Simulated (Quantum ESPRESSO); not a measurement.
# Ti under changes of volume

One of the cells (17.020 Å³/atom); the others are scaled copies at fixed shape and fractional positions:

```
Ti
1.0
     4.56737    0.00000    0.00000
    -2.28369    3.95546    0.00000
     0.00000    0.00000    2.82624
Ti
3
Direct
  0.66667 0.33333 0.50000
  0.33333 0.66667 0.50000
  0.00000 0.00000 0.00000
```

This isn't the form of Ti at room conditions, which is hcp.

| Property | Result |
| --- | --- |
| Program | Quantum ESPRESSO 7.5 |
| Functional | PBEsol |
| Potentials or basis | GBRV 1.5 PBEsol |
| Cutoff | 612 eV |
| Density cutoff | 4898 eV |
| k mesh | 7 × 7 × 9 |
| Occupations | fermi-dirac, width 0.05 eV |
| Spin | no spin polarisation |

```tsv
volume (Å³/atom)	energy over the lowest point (meV/atom)	pressure (GPa)
15.999	?	?
16.339	0.00	0.9
16.679	0.61	-1.5
17.020	6.21	-3.8
17.360	16.37	-5.8
17.701	30.65	-7.6
18.041	48.70	-9.3
```

Problem. What does the run at 15.999 Å³/atom give?

Solution. Energy over the lowest point 4.89 meV/atom; pressure 3.7 GPa.

Worked out: A Birch-Murnaghan fit of order 3 (a polynomial in V^(-2/3)) to the other rows has its minimum at 16.47 Å³/atom with B0 = V·E''(V) = 120 GPa and B' = 3.5 at fixed shape and positions, which overstates the stiffness. It gives 4.86 meV/atom at 15.999 Å³/atom, against the run's 4.89, and -dE/dV = 3.7 GPa, against 3.7.

Energies are extrapolated to zero smearing.
